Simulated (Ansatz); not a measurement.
Set up this calculation in Ansatz 0.2.0, as the native input.

| Property | Result |
| --- | --- |
| Task | relaxation of cell and atoms |
| Functional | RPBE |
| Dispersion | D3(BJ) |
| Potentials or basis | all-electron LAPW, scalar-relativistic |
| Basis error allowed | 0.001 eV/atom |
| k mesh | 9 × 9 × 9 |
| Occupations | fermi-dirac, width 0.05 eV |
| Spin | no spin polarisation |

Crystal: SrO.

```xyz
2
Lattice="0.0000 2.5663 2.5663 2.5663 0.0000 2.5663 2.5663 2.5663 0.0000" Properties=species:S:1:pos:R:3 pbc="T T T"
Sr    2.5663    2.5663    2.5663
O     0.0000    0.0000    0.0000
```

One way to write it, as run:

input.yaml

```yaml
crystal:
  lattice:
    - [0.0, 2.5663, 2.5663]
    - [2.5663, 0.0, 2.5663]
    - [2.5663, 2.5663, 0.0]
  atoms:
    - { symbol: Sr, position: [0.5, 0.5, 0.5] }
    - { symbol: O, position: [0.0, 0.0, 0.0] }
kpoints:
  mp_grid: { grid: [9, 9, 9] }
scf:
  occupations: { method: fermi_dirac, width: 0.05 }
hamiltonian:
  xc: rpbe
  dispersion: d3bj
  pseudopotentials: { kind: all_electron, lapw: { basis_error: 0.001 } }
output:
  forces: true
  stress: true
relax:
  f_tol: 0.005
  max_steps: 60
  cell: {}
```

Potentials or basis: all-electron LAPW, scalar-relativistic.

Launch:

```sh
$ ansatz run input.yaml --threads 1 --pin off --max-ram 3072MiB --backend cpu --events-out ev --progress --plain --runs-dir out
```

It gave:

* Relaxed volume: 14.72 Å³/atom
* Relaxed cell: a = 3.466 Å, b = 3.466 Å, c = 3.466 Å, α = 60.00°, β = 60.00°, γ = 60.00°
* Space group after relaxing (to 0.05 Å): Fm-3m (No. 225)
* Energy gained by relaxing: 111.2 meV/atom
* Ionic steps: 5
* Pressure after relaxing: 0.0 GPa
* Band gap on the k mesh: 3.34 eV

Caveat: an odd mesh through Γ misses points on the zone boundary, where band edges often lie; the volume moved by -13 % from the deposited cell, more than functionals usually miss.

Run time: 17 s on 1 thread of Arm Neoverse V1, on a shared host, peak memory 0.27 GiB.
